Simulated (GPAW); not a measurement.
## CsPbBr3 in GPAW: convergence with convergence criteria

Input of the first run (convergence criteria density=0.001 energy=0.01 eigenstates=0.0001); the others differ in this setting and in those tied to it:

run.py

```python
from ase import Atoms
from ase.dft.bandgap import bandgap
from ase.io import write
from ase.units import GPa
from gpaw import GPAW, PW

atoms = Atoms(['Pb', 'Cs', 'Br', 'Br', 'Br'],
              cell=[[5.87, 0.0, 0.0],
                    [0.0, 5.87, 0.0],
                    [0.0, 0.0, 5.87]],
              scaled_positions=[[0.5, 0.5, 0.5],
                                [0.0, 0.0, 0.0],
                                [0.5, 0.5, 0.0],
                                [0.5, 0.0, 0.5],
                                [0.0, 0.5, 0.5]],
              pbc=True)

calc = GPAW(mode=PW(600),
            xc='MGGA_X_R2SCAN+MGGA_C_R2SCAN',
            kpts={'size': (4, 4, 4), 'gamma': True},
            occupations={'name': 'fermi-dirac', 'width': 0.05},
            nbands=37,
            convergence={'density': 0.001, 'energy': 0.01, 'eigenstates': 0.0001},
            maxiter=100,
            txt='gpaw.txt')
atoms.calc = calc
energy = atoms.get_potential_energy()
forces = atoms.get_forces()
stress = atoms.get_stress()
calc.write('gs.gpw')
write('result.traj', atoms)
print(f'Energy: {energy:.6f} eV')
print('Forces (eV/A):')
print(forces.round(4))
print('Stress (GPa):', (stress / GPa).round(3))
print('Fermi level:', round(calc.get_fermi_level(), 4), 'eV')
print(f'Gap: {bandgap(calc)[0]:.4f} eV, direct: {bandgap(calc, direct=True)[0]:.4f} eV')
```

Potentials or basis: GPAW PAW data sets (gpaw-data 1.2.1), pw.

The run is started by

```console
$ OMP_NUM_THREADS=1 python run.py
```

Measurements of this composition are mostly on another form, of space group No. 62.

Hardware: 1 thread of Arm Neoverse V2, on a shared host.

| convergence criteria | energy less the tightest run, at zero smearing (meV/atom) | SCF cycles | CPU time (s) | peak memory (GiB) |
| --- | --- | --- | --- | --- |
| density=0.001 energy=0.01 eigenstates=0.0001 | 0.00 | 12 | 150 | 0.48 |
| default | 0.00 | 14 | 180 | 0.48 |
| density=1e-05 energy=1e-05 | 0.00 | 16 | 180 | 0.47 |
| density=1e-05 forces=0.0001 | 0.00 | 17 | 190 | 0.48 |
| density=1e-06 energy=1e-06 eigenstates=1e-10 | 0.00 | 17 | 200 | 0.48 |

Against the tightest run, the energy stays within 1 meV/atom from density=0.001 energy=0.01 eigenstates=0.0001 on. The tightest run that finished is the yardstick and may itself not be fully converged.

Caveat, for the tightest run too: the PAW data sets were made with another functional, which shifts forces and pressure a little; spin-orbit coupling is left out, which as a rule narrows the gap of such compounds by several tenths of an eV.
